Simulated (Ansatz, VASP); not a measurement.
**Two plane-wave programs on HfB**

```
CELL_PARAMETERS angstrom
0.00000 2.35531 2.35531
2.35531 0.00000 2.35531
2.35531 2.35531 0.00000
ATOMIC_POSITIONS crystal
Hf 0.50000 0.50000 0.50000
B 0.00000 0.00000 0.00000
```

Alike in both runs: task single point; functional r2SCAN; k mesh 10 × 10 × 10; occupations fermi-dirac, width 0.05 eV; no spin polarisation.

|  | VASP | Ansatz |
| --- | --- | --- |
| version | VASP 6.6.1 | Ansatz 0.2.0 |
| potentials or method | VASP PAW PBE potentials, release 64 (Hf_pv, B) | Ansatz PAW |
| plane-wave cutoff (eV) | 520 | 500 |
| valence electrons in the cell | 13 | 29 |

```csv
,VASP,Ansatz,Ansatz less VASP
gap on the k mesh at the Fermi level (eV),none,none,-
pressure (GPa),14.7,14.4,-0.25
```

A gap of «none» marks a metal or a gap that the smearing closes. The functional is the same, so the differences come from potentials, cutoffs and numerics. The two sets of potentials don't hold the same shells in valence.

Caveats: the PAW data sets were made with another functional, which shifts forces and pressure a little (VASP); the PAW data sets come from PBE, with cores solved anew for the run's functional, which leaves a small shift of forces and pressure (Ansatz). Spin-orbit coupling is left out, which matters for the levels of Hf.
